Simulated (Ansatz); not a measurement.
HfH₂: do energies and stresses tell the same story?

Theory: DFT PBEsol, scalar-relativistic, plane waves, PAW (Ansatz 0.2.0).

Cutoff 420 eV; k points 16×16×16 on the computed 3-atom cell (Γ-centred); Gaussian smearing, width 0.10 eV; no spin polarisation.

Relaxed cell: I4/mmm, a = 3.464 Å, b = 3.464 Å, c = 4.238 Å, α = 90.00°, β = 90.00°, γ = 90.00°, 3 atoms in the primitive cell. Whether it is the stable form of this composition wasn't checked.

Energies at zero smearing and pressures from the stress tensor, at volumes with shape and atoms relaxed:
| V (Å³/atom) | E − E(first) (meV/atom) | P (GPa) |
| --- | --- | --- |
| 7.459 | 0.00 | 24.54 |
| 7.713 | -32.79 | 17.00 |
| 7.968 | -54.50 | 10.51 |
| 8.222 | -66.61 | 4.88 |
| 8.476 | -70.37 | -0.02 |
| 8.730 | -66.89 | -4.28 |
| 8.985 | -57.08 | -7.99 |
| 9.324 | -35.56 | -12.19 |

Task: Check P = −dE/dV between neighbouring volumes, and get the bulk modulus from the pressures alone.

Result: With 1 eV/Å³ = 160.2 GPa:
```json
{"middle V (Å³/atom)": "7.586", "−ΔE/ΔV (GPa)": "20.659", "mean P (GPa)": "20.769"}
{"middle V (Å³/atom)": "7.840", "−ΔE/ΔV (GPa)": "13.682", "mean P (GPa)": "13.753"}
{"middle V (Å³/atom)": "8.095", "−ΔE/ΔV (GPa)": "7.626", "mean P (GPa)": "7.695"}
{"middle V (Å³/atom)": "8.349", "−ΔE/ΔV (GPa)": "2.371", "mean P (GPa)": "2.432"}
{"middle V (Å³/atom)": "8.603", "−ΔE/ΔV (GPa)": "-2.192", "mean P (GPa)": "-2.151"}
{"middle V (Å³/atom)": "8.858", "−ΔE/ΔV (GPa)": "-6.182", "mean P (GPa)": "-6.139"}
{"middle V (Å³/atom)": "9.154", "−ΔE/ΔV (GPa)": "-10.170", "mean P (GPa)": "-10.090"}
```

The two differ by 0.11 GPa at most. The mean of two end pressures misses the average over a step by about ΔV² P″/12, up to 0.09 GPa here; with that taken off 0.02 GPa remains. Around V = 8.476 Å³/atom, the two neighbours give B = −V ΔP/ΔV = 8.476 × 9.17 / 0.509 = 152.8 GPa, against B0 = 152.2 GPa from the Birch–Murnaghan fit of the energies.

Spin–orbit coupling is left out, which can shift energies with elements as heavy as these.